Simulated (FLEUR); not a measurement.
**1 ML Cr on Rh(001), 1 substrate layers: parallel and opposed starts**

Wanted: the moments of 1 ML Cr on Rh(001), 1 substrate layers and the energy of each order that was tried.

Program: FLEUR MaX-R8.1. Level of theory: PBE; all-electron FLAPW film, Dirac cores, scalar-relativistic bands. Results are calculated unless marked as measured.

Report form: the programs' logs are mostly left out.

## Step 1: Starting point

The cell holds 2 atoms: 1 Rh and 1 Cr. Its edges and angles: a = 2.684 Å, b = 2.684 Å, c = 15.809 Å, α = 90.0°, β = 90.0°, γ = 90.0°. Pseudomorphic film on a typed substrate lattice, hard-sphere layer spacings, unrelaxed. Vacuum lies along c.

## Step 2: Start 1: ferro +

The parallel start comes first: it shows whether parallel moments hold.

inpgen writes inp.xml from crystal.txt; cutoffs, mixing, functional, smearing and local orbitals are then set in the file. The k list default-1 (kpts.xml, not shown) is a Γ-centred 10×10×1 mesh; where the ranks do not divide the number of points, some are split in two of half the weight.

File inp.xml:

```
<?xml version="1.0" encoding="UTF-8" standalone="no"?>
<fleurInput fleurInputVersion="0.39">
   <comment>
      CrRh
   </comment>
   <calculationSetup>
      <cutoffs Kmax="3.6" Gmax="10.8" GmaxXC="10.8" numbands="0"/>
      <scfLoop itmax="120" minDistance="0.00002" maxIterBroyd="15" imix="Anderson" alpha="0.03" precondParam="0.0" spinf="2.0" sdNocoIR="T"/>
      <coreElectrons ctail="T" frcor="F" kcrel="0" coretail_lmax="0"/>
      <xcFunctional name="pbe" relativisticCorrections="F"/>
      <magnetism jspins="2"/>
      <soc l_soc="F" theta="0.0" phi="0.0" spav="F"/>
      <expertModes spex="0" secvar="F"/>
      <geometryOptimization l_f="F" forcealpha="1.0" forcemix="BFGS" epsdisp="0.00001" epsforce="0.00001"/>
      <ldaU l_linMix="F" mixParam="0.05" spinf="1.0"/>
   </calculationSetup>
   <cell>
      <bzIntegration valenceElectrons="29.0" mode="hist" fermiSmearingEnergy="0.00110248">
         <kPointListSelection listName="default-1"/>
         <xi:include xmlns:xi="http://www.w3.org/2001/XInclude" href="kpts.xml"> </xi:include>
      </bzIntegration>
      <xi:include xmlns:xi="http://www.w3.org/2001/XInclude" href="sym.xml"> </xi:include>
      <filmLattice scale="1.0" dVac="8.92" dTilda="11.42">
         <bravaisMatrixFilm>
            <row-1>    5.0719587780120392     0.0000000000000000</row-1>
            <row-2>    0.0000000000000000     5.0719587780120392</row-2>
         </bravaisMatrixFilm>
         <vacuumEnergyParameters vacuum="1" spinUp="-.25" spinDown="-.25"/>
         <vacuumEnergyParameters vacuum="2" spinUp="-.25" spinDown="-.25"/>
      </filmLattice>
   </cell>
   <atomSpecies>
      <species name="Rhodium (Rh)" element="Rh" atomicNumber="45">
         <mtSphere radius="2.35" gridPoints="777" logIncrement="0.016"/>
         <atomicCutoffs lmax="8" lnonsphr="6"/>
         <electronConfig flipSpins="F">
            <coreConfig>(1s1/2) (2s1/2) (2p1/2) (2p3/2) (3s1/2) (3p1/2) (3p3/2) (4s1/2) (3d3/2) (3d5/2)</coreConfig>
            <valenceConfig>(4p1/2) (4p3/2) (5s1/2) (4d3/2) (4d5/2)</valenceConfig>
            <stateOccupation state="(5s1/2)" spinUp="0.500000" spinDown="0.500000"/>
            <stateOccupation state="(4d3/2)" spinUp="1.600000" spinDown="1.600000"/>
            <stateOccupation state="(4d5/2)" spinUp="2.400000" spinDown="2.400000"/>
         </electronConfig>
         <energyParameters s="5" p="5" d="4" f="4"/>
         <lo type="SCLO" l="1" n="4" eDeriv="0"/>
      </species>
      <species name="Chromium (2.500" element="Cr" atomicNumber="24">
         <mtSphere radius="2.35" gridPoints="777" logIncrement="0.016"/>
         <atomicCutoffs lmax="8" lnonsphr="6"/>
         <electronConfig flipSpins="F">
            <coreConfig>(1s1/2) (2s1/2) (2p1/2) (2p3/2)</coreConfig>
            <valenceConfig>(3s1/2) (3p1/2) (3p3/2) (4s1/2) (3d3/2) (3d5/2)</valenceConfig>
            <stateOccupation state="(4s1/2)" spinUp="0.5" spinDown="0.5"/>
            <stateOccupation state="(3d3/2)" spinUp="1.0" spinDown="1.0"/>
            <stateOccupation state="(3d5/2)" spinUp="2.75" spinDown="0.25"/>
         </electronConfig>
         <energyParameters s="4" p="4" d="3" f="4"/>
         <lo type="SCLO" l="0" n="3" eDeriv="0"/>
         <lo type="SCLO" l="1" n="3" eDeriv="0"/>
      </species>
   </atomSpecies>
   <atomGroups>
      <atomGroup species="Rhodium (Rh)">
         <filmPos label="                   1">.0000000000 .0000000000 -1.7093837303</filmPos>
         <force calculate="T" relaxXYZ="TTT"/>
      </atomGroup>
      <atomGroup species="Chromium (2.500">
         <filmPos label="                   2">1.000/2.000 1.000/2.000 1.7093837303</filmPos>
         <force calculate="T" relaxXYZ="TTT"/>
      </atomGroup>
   </atomGroups>
   <output dos="F" band="F" slice="F">
      <bandDOS minEnergy="-.5*Htr" maxEnergy="0.5*Htr" sigma="0.015" storeEVData="T"/>
      <plotting iplot="0" polar="F">
         <plot TwoD="T" vec1="  1.0  0.0  0.0" vec2="  0.0  1.0  0.0" vec3="  0.0  0.0  1.0" zero="  0.0  0.0 -0.5" file="plot"/>
      </plotting>
      <moessbauerParams electricFieldGradient="F" isomerShift="F" coreHyperfine="F" valenceHyperfine="F"/>
   </output>
</fleurInput>
```

File crystal.txt:

```
CrRh
&input film=T cartesian=F /
2.68396500000  0.00000000000  0.00000000000
0.00000000000  2.68396500000  0.00000000000
0.00000000000  0.00000000000  1.00000000000
1.8897261246
1.0 1.0 1.0

2
45 0.00000000000  0.00000000000  -1.70938373032
24 0.50000000000  0.50000000000  1.70938373032 : 2.500

&kpt div1=10 div2=10 div3=1 gamma=T /
```

Command:

```console
> OMP_NUM_THREADS=1 inpgen -f crystal.txt > inpgen.log  # inp.xml is then edited as shown
> OMP_NUM_THREADS=1 mpirun -n 4 fleur_MPI > fleur.log
```

Run time: 40 s. Hardware: 4 MPI ranks of AMD EPYC 9R45, shared host; peak memory 0.29 GiB; 2.6 min of CPU time.

Read from the output:

```
free energy                                                       : -158807.5276 eV
program's band gap on this mesh (in a metal only a level spacing) : 0.02973 eV
magnetization                                                     : 3.805 μB
final state                                                       : ferromagnetic
largest moment                                                    : 3.245 μB
```

After 51 cycles the largest moment stands at 3.25 μB.

## Step 3: Start 2: antiferro q=(1/2,1/2,0) +-

An opposed order shows whether neighbours prefer unlike signs.

This order needs a doubled cell of 4 atoms. The mesh is halved along the doubled vector, so that both cells sample the same points. The k list default-1 (kpts.xml, not shown) is a Γ-centred 5×10×1 mesh.

inp.xml, as its differences from that of step 2:

```diff
@@ -17,3 +17,3 @@
    <cell>
-      <bzIntegration valenceElectrons="29.0" mode="hist" fermiSmearingEnergy="0.00110248">
+      <bzIntegration valenceElectrons="58.0" mode="hist" fermiSmearingEnergy="0.00110248">
          <kPointListSelection listName="default-1"/>
@@ -24,4 +24,4 @@
          <bravaisMatrixFilm>
-            <row-1>    5.0719587780120392     0.0000000000000000</row-1>
-            <row-2>    0.0000000000000000     5.0719587780120392</row-2>
+            <row-1>   10.1439175560240784     0.0000000000000000</row-1>
+            <row-2>    5.0719587780120392     5.0719587780120392</row-2>
          </bravaisMatrixFilm>
@@ -59,2 +59,16 @@
       </species>
+      <species name="Chromium (-2.500" element="Cr" atomicNumber="24">
+         <mtSphere radius="2.35" gridPoints="777" logIncrement="0.016"/>
+         <atomicCutoffs lmax="8" lnonsphr="6"/>
+         <electronConfig flipSpins="F">
+            <coreConfig>(1s1/2) (2s1/2) (2p1/2) (2p3/2)</coreConfig>
+            <valenceConfig>(3s1/2) (3p1/2) (3p3/2) (4s1/2) (3d3/2) (3d5/2)</valenceConfig>
+            <stateOccupation state="(4s1/2)" spinUp="0.5" spinDown="0.5"/>
+            <stateOccupation state="(3d3/2)" spinUp="1.0" spinDown="1.0"/>
+            <stateOccupation state="(3d5/2)" spinUp="0.25" spinDown="2.75"/>
+         </electronConfig>
+         <energyParameters s="4" p="4" d="3" f="4"/>
+         <lo type="SCLO" l="0" n="3" eDeriv="0"/>
+         <lo type="SCLO" l="1" n="3" eDeriv="0"/>
+      </species>
    </atomSpecies>
@@ -63,2 +77,3 @@
          <filmPos label="                   1">.0000000000 .0000000000 -1.7093837303</filmPos>
+         <filmPos label="                   2">1.000/2.000 .0000000000 -1.7093837303</filmPos>
          <force calculate="T" relaxXYZ="TTT"/>
@@ -66,3 +81,7 @@
       <atomGroup species="Chromium (2.500">
-         <filmPos label="                   2">1.000/2.000 1.000/2.000 1.7093837303</filmPos>
+         <filmPos label="                   3">.0000000000 1.000/2.000 1.7093837303</filmPos>
+         <force calculate="T" relaxXYZ="TTT"/>
+      </atomGroup>
+      <atomGroup species="Chromium (-2.500">
+         <filmPos label="                   4">1.000/2.000 1.000/2.000 1.7093837303</filmPos>
          <force calculate="T" relaxXYZ="TTT"/>
```

File crystal.txt:

```
CrRh
&input film=T cartesian=F /
5.36793000000  0.00000000000  0.00000000000
2.68396500000  2.68396500000  0.00000000000
0.00000000000  0.00000000000  1.00000000000
1.8897261246
1.0 1.0 1.0

4
45 0.00000000000  0.00000000000  -1.70938373032
45 0.50000000000  0.00000000000  -1.70938373032
24 0.00000000000  0.50000000000  1.70938373032 : 2.500
24 0.50000000000  0.50000000000  1.70938373032 : -2.500

&kpt div1=5 div2=10 div3=1 gamma=T /
```

Wall time 84 s (4 MPI ranks); peak memory 0.54 GiB.

Spin moment in the muffin-tin sphere by atom:

| atom | spin moment in the muffin-tin sphere (μB) |
| --- | --- |
| Rh1 | 0.00 |
| Rh2 | 0.00 |
| Cr3 | 2.83 |
| Cr4 | -2.83 |

Numbers from this step:

| Property | Result |
| --- | --- |
| free energy | -317615.4705 eV |
| program's band gap on this mesh (in a metal only a level spacing) | 0.004318 eV |
| magnetization | 0 μB |
| final state | antiferromagnetic |

It lies 208 meV a seeded atom under the first start, and its largest moment is 2.83 μB against 3.25 μB.

## Step 4: Run 3 (antiferro q=(0,1/2,0) +-)

Reversing part of the moments tests the sign of the couplings between them.

The cell is doubled to 4 atoms to hold this order. The mesh is halved along the doubled vector, so that both cells sample the same points. The k list default-1 (kpts.xml, not shown) is a Γ-centred 10×5×1 mesh.

inp.xml, as its differences from that of step 3:

```diff
@@ -24,4 +24,4 @@
          <bravaisMatrixFilm>
-            <row-1>   10.1439175560240784     0.0000000000000000</row-1>
-            <row-2>    5.0719587780120392     5.0719587780120392</row-2>
+            <row-1>    5.0719587780120392     0.0000000000000000</row-1>
+            <row-2>    0.0000000000000000    10.1439175560240784</row-2>
          </bravaisMatrixFilm>
@@ -77,3 +77,3 @@
          <filmPos label="                   1">.0000000000 .0000000000 -1.7093837303</filmPos>
-         <filmPos label="                   2">1.000/2.000 .0000000000 -1.7093837303</filmPos>
+         <filmPos label="                   2">.0000000000 1.000/2.000 -1.7093837303</filmPos>
          <force calculate="T" relaxXYZ="TTT"/>
@@ -81,3 +81,3 @@
       <atomGroup species="Chromium (2.500">
-         <filmPos label="                   3">.0000000000 1.000/2.000 1.7093837303</filmPos>
+         <filmPos label="                   3">1.000/2.000 1.000/4.000 1.7093837303</filmPos>
          <force calculate="T" relaxXYZ="TTT"/>
@@ -85,3 +85,3 @@
       <atomGroup species="Chromium (-2.500">
-         <filmPos label="                   4">1.000/2.000 1.000/2.000 1.7093837303</filmPos>
+         <filmPos label="                   4">1.000/2.000 -1.000/4.000 1.7093837303</filmPos>
          <force calculate="T" relaxXYZ="TTT"/>
```

File crystal.txt:

```
CrRh
&input film=T cartesian=F /
2.68396500000  0.00000000000  0.00000000000
0.00000000000  5.36793000000  0.00000000000
0.00000000000  0.00000000000  1.00000000000
1.8897261246
1.0 1.0 1.0

4
45 0.00000000000  0.00000000000  -1.70938373032
45 0.00000000000  0.50000000000  -1.70938373032
24 0.50000000000  0.25000000000  1.70938373032 : 2.500
24 0.50000000000  0.75000000000  1.70938373032 : -2.500

&kpt div1=10 div2=5 div3=1 gamma=T /
```

The job ended after 75 s (4 MPI ranks; peak memory 0.55 GiB).

Spin moment in the muffin-tin sphere by atom:

| atom | spin moment in the muffin-tin sphere (μB) |
| --- | --- |
| Rh1 | 0.00 |
| Rh2 | 0.00 |
| Cr3 | 3.04 |
| Cr4 | -3.04 |

Read from the output:

```
free energy                                                       : -317615.4962 eV
program's band gap on this mesh (in a metal only a level spacing) : 0.009127 eV
magnetization                                                     : 0 μB
final state                                                       : antiferromagnetic
```

It lies 221 meV a seeded atom under the first start, and its largest moment is 3.04 μB against 3.25 μB.

## Step 5: Run 4 (no spin polarisation)

A spinless run gives the zero against which the gain from the moments is read.

The k list default-1 (kpts.xml, not shown) is a Γ-centred 10×10×1 mesh.

inp.xml, as its differences from that of step 4:

```diff
@@ -10,3 +10,3 @@
       <xcFunctional name="pbe" relativisticCorrections="F"/>
-      <magnetism jspins="2"/>
+      <magnetism jspins="1"/>
       <soc l_soc="F" theta="0.0" phi="0.0" spav="F"/>
@@ -17,3 +17,3 @@
    <cell>
-      <bzIntegration valenceElectrons="58.0" mode="hist" fermiSmearingEnergy="0.00110248">
+      <bzIntegration valenceElectrons="29.0" mode="hist" fermiSmearingEnergy="0.00110248">
          <kPointListSelection listName="default-1"/>
@@ -25,3 +25,3 @@
             <row-1>    5.0719587780120392     0.0000000000000000</row-1>
-            <row-2>    0.0000000000000000    10.1439175560240784</row-2>
+            <row-2>    0.0000000000000000     5.0719587780120392</row-2>
          </bravaisMatrixFilm>
@@ -45,3 +45,3 @@
       </species>
-      <species name="Chromium (2.500" element="Cr" atomicNumber="24">
+      <species name="Chromium (Cr)" element="Cr" atomicNumber="24">
          <mtSphere radius="2.35" gridPoints="777" logIncrement="0.016"/>
@@ -51,19 +51,5 @@
             <valenceConfig>(3s1/2) (3p1/2) (3p3/2) (4s1/2) (3d3/2) (3d5/2)</valenceConfig>
-            <stateOccupation state="(4s1/2)" spinUp="0.5" spinDown="0.5"/>
-            <stateOccupation state="(3d3/2)" spinUp="1.0" spinDown="1.0"/>
-            <stateOccupation state="(3d5/2)" spinUp="2.75" spinDown="0.25"/>
-         </electronConfig>
-         <energyParameters s="4" p="4" d="3" f="4"/>
-         <lo type="SCLO" l="0" n="3" eDeriv="0"/>
-         <lo type="SCLO" l="1" n="3" eDeriv="0"/>
-      </species>
-      <species name="Chromium (-2.500" element="Cr" atomicNumber="24">
-         <mtSphere radius="2.35" gridPoints="777" logIncrement="0.016"/>
-         <atomicCutoffs lmax="8" lnonsphr="6"/>
-         <electronConfig flipSpins="F">
-            <coreConfig>(1s1/2) (2s1/2) (2p1/2) (2p3/2)</coreConfig>
-            <valenceConfig>(3s1/2) (3p1/2) (3p3/2) (4s1/2) (3d3/2) (3d5/2)</valenceConfig>
-            <stateOccupation state="(4s1/2)" spinUp="0.5" spinDown="0.5"/>
-            <stateOccupation state="(3d3/2)" spinUp="1.0" spinDown="1.0"/>
-            <stateOccupation state="(3d5/2)" spinUp="0.25" spinDown="2.75"/>
+            <stateOccupation state="(4s1/2)" spinUp="0.500000" spinDown="0.500000"/>
+            <stateOccupation state="(3d3/2)" spinUp="1.000000" spinDown="1.000000"/>
+            <stateOccupation state="(3d5/2)" spinUp="1.500000" spinDown="1.500000"/>
          </electronConfig>
@@ -77,11 +63,6 @@
          <filmPos label="                   1">.0000000000 .0000000000 -1.7093837303</filmPos>
-         <filmPos label="                   2">.0000000000 1.000/2.000 -1.7093837303</filmPos>
          <force calculate="T" relaxXYZ="TTT"/>
       </atomGroup>
-      <atomGroup species="Chromium (2.500">
-         <filmPos label="                   3">1.000/2.000 1.000/4.000 1.7093837303</filmPos>
-         <force calculate="T" relaxXYZ="TTT"/>
-      </atomGroup>
-      <atomGroup species="Chromium (-2.500">
-         <filmPos label="                   4">1.000/2.000 -1.000/4.000 1.7093837303</filmPos>
+      <atomGroup species="Chromium (Cr)">
+         <filmPos label="                   2">1.000/2.000 1.000/2.000 1.7093837303</filmPos>
          <force calculate="T" relaxXYZ="TTT"/>
```

File crystal.txt:

```
CrRh
&input film=T cartesian=F /
2.68396500000  0.00000000000  0.00000000000
0.00000000000  2.68396500000  0.00000000000
0.00000000000  0.00000000000  1.00000000000
1.8897261246
1.0 1.0 1.0

2
45 0.00000000000  0.00000000000  -1.70938373032
24 0.50000000000  0.50000000000  1.70938373032

&kpt div1=10 div2=10 div3=1 gamma=T /
```

Elapsed: 16 s, on 4 MPI ranks; peak memory 0.24 GiB; 61 s of CPU time.

Numbers from this step:

| Quantity | Value |
| --- | --- |
| free energy | -158807.2815 eV |
| program's band gap on this mesh (in a metal only a level spacing) | 0.01658 eV |
| final state | non-magnetic (no spin polarisation) |

It lies 246 meV a seeded atom over the first start.

## Step 6: The states side by side

Free energies are divided by the number of seeded atoms, so that cells of unlike size compare. Wavevectors q in the names are fractions of the primitive cell's reciprocal vectors.

Orders:

| start | final state | typed order kept | energy over the lowest (meV a seeded atom) | largest sphere moment (μB) | net moment (μB a primitive cell) | mesh matched | CPU time (s) |
| --- | --- | --- | --- | --- | --- | --- | --- |
| ferro + | ferromagnetic | yes | 220.5 | 3.245 | 3.805 | yes | 157.2 |
| antiferro q=(1/2,1/2,0) +- | antiferromagnetic | yes | 12.82 | 2.829 | 0 | yes | 336.3 |
| antiferro q=(0,1/2,0) +- | antiferromagnetic | yes | 0 | 3.041 | 0 | yes | 299.9 |
| no spin polarisation | non-magnetic | - | 466.6 | 0 | 0 | yes | 61.36 |

[end of part 1 of 2]

[Logs and program files are shortened in this print: banners, set-up blocks, solver, clock and traceback lines can be left out without a mark of their own.]

[Logs are printed without paths, hosts, clocks, repeated set-up lines and the standing remarks that a program may print on its own settings, such as how far it seeks lower states.]

[Hosts, paths, dates, database ids (printed as entryN), source tags and the programs' standing remarks are cut or masked in the printed files.]

[Where a cell is said to come from a database of computed structures, the database is the Materials Project.]
